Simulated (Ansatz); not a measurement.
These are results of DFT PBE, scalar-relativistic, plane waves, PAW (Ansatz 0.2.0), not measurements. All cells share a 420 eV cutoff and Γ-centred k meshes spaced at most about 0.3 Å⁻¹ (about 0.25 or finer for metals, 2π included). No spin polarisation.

Each guess is relaxed in cell and atoms at zero pressure, on a coarse mesh first where it starts far from rest and then on a converged one. The steps can't lower the symmetry of the start, but it can rise. Energies are static (0 K, no zero-point motion).

Two unrelaxed guesses for Zn₄S:

A.

```cif
data_structure
_symmetry_space_group_name_H-M 'P4/mmm'
_symmetry_Int_Tables_number 123
_cell_length_a 5.2623
_cell_length_b 5.2623
_cell_length_c 3.4480
_cell_angle_alpha 90.000
_cell_angle_beta 90.000
_cell_angle_gamma 90.000
_cell_volume 95.48
loop_
_atom_site_label
_atom_site_type_symbol
_atom_site_symmetry_multiplicity
_atom_site_Wyckoff_symbol
_atom_site_fract_x
_atom_site_fract_y
_atom_site_fract_z
_atom_site_occupancy
Zn1 Zn 4 j 0.81428 0.81428 0.00000 1
S1 S 1 b 0.00000 0.00000 0.50000 1
```

B.

```cif
data_structure
_symmetry_space_group_name_H-M 'I-43m'
_symmetry_Int_Tables_number 217
_cell_length_a 6.0305
_cell_length_b 6.0305
_cell_length_c 6.0305
_cell_angle_alpha 90.000
_cell_angle_beta 90.000
_cell_angle_gamma 90.000
_cell_volume 219.31
loop_
_atom_site_label
_atom_site_type_symbol
_atom_site_symmetry_multiplicity
_atom_site_Wyckoff_symbol
_atom_site_fract_x
_atom_site_fract_y
_atom_site_fract_z
_atom_site_occupancy
Zn1 Zn 8 c 0.37316 0.37316 0.62684 1
S1 S 2 a 0.00000 0.00000 0.00000 1
```

**Question.** Which guess leads to the lower structure, and by how much?

**Answer.** A ends lower, by 245 meV/atom. A: P4/mmm at 19.1 Å³/atom → P4/mmm at 19.5 Å³/atom; B: I-43m at 21.9 Å³/atom → Im-3m at 19.5 Å³/atom. Counting Zn atoms around S (those within 1.25 times the shortest such distance or 1.15 times the sum of covalent radii), the end of A and the end of B both have S 8. End of A. Conventional cell: a = 5.363 Å, c = 3.393 Å. Around Zn lie 2 Zn at 2.52 Å, 2 S at 2.63 Å and 2 Zn at 2.84 Å; around S lie 8 Zn at 2.63 Å and 2 S at 3.39 Å. End of B. Conventional cell: a = 5.800 Å. Zn has 2 S at 2.51 Å and 6 Zn at 2.90 Å; around S lie 8 Zn at 2.51 Å.

Ends held by symmetry can be saddle points. Neither end is the lowest form computed: that has space group P-43m (No. 215) and lies 63 meV/atom below the better end. Even the lowest of the cells shown lies +0.08 eV/atom against the elements. Some candidate types were left out of the draw beforehand, so a known form may be missing.
